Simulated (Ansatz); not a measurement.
# Zn: the cost of one run

Program: Ansatz 0.2.0. Level of theory: DFT PBE, scalar-relativistic, plane waves, PAW. These are calculated values, not measurements.

2 further runs of the same task are left out: 2 set aside as unsound or not needed.

## 1. The structure to begin with

It takes space group Fm-3m (No. 225, cubic). The conventional cell has a = 3.929 Å, b = 3.929 Å, c = 3.929 Å, α = 90.00°, β = 90.00°, γ = 90.00°. Zn (site symmetry m-3m) is surrounded by 12 Zn at 2.78 Å.

As a file:

```cif
data_structure
_symmetry_space_group_name_H-M 'Fm-3m'
_symmetry_Int_Tables_number 225
_cell_length_a 3.9288
_cell_length_b 3.9288
_cell_length_c 3.9288
_cell_angle_alpha 90.000
_cell_angle_beta 90.000
_cell_angle_gamma 90.000
_cell_volume 60.64
loop_
_atom_site_label
_atom_site_type_symbol
_atom_site_symmetry_multiplicity
_atom_site_Wyckoff_symbol
_atom_site_fract_x
_atom_site_fract_y
_atom_site_fract_z
_atom_site_occupancy
Zn1 Zn 4 a 0.00000 0.00000 0.00000 1
```

It goes back to an entry of the Materials Project, which need not be the stable form.

## 2. Zero strain

The input, input.yaml:

```yaml
crystal:
  lattice:
    - [1.9644034986, 1.9644034986, 0.0]
    - [-1.9644034986, 1.9644034986, 0.0]
    - [0.0, 0.0, 3.9288069971]
  atoms:
    - { symbol: Zn, position: [0.0, 0.0, 0.0] }
    - { symbol: Zn, position: [0.5, 0.5, 0.5] }
basis:
  ecutwfc: 420
kpoints:
  mp_grid: { grid: [16, 16, 10] }
hamiltonian:
  xc: pbe
scf:
  occupations: { method: gaussian, width: 0.1 }
output:
  forces: true
  stress: true
  eigenvalues: true
```

What time and memory should one allow on 1 thread of an Arm CPU, shared host?

About 10 s, with a peak of 0.39 GiB.
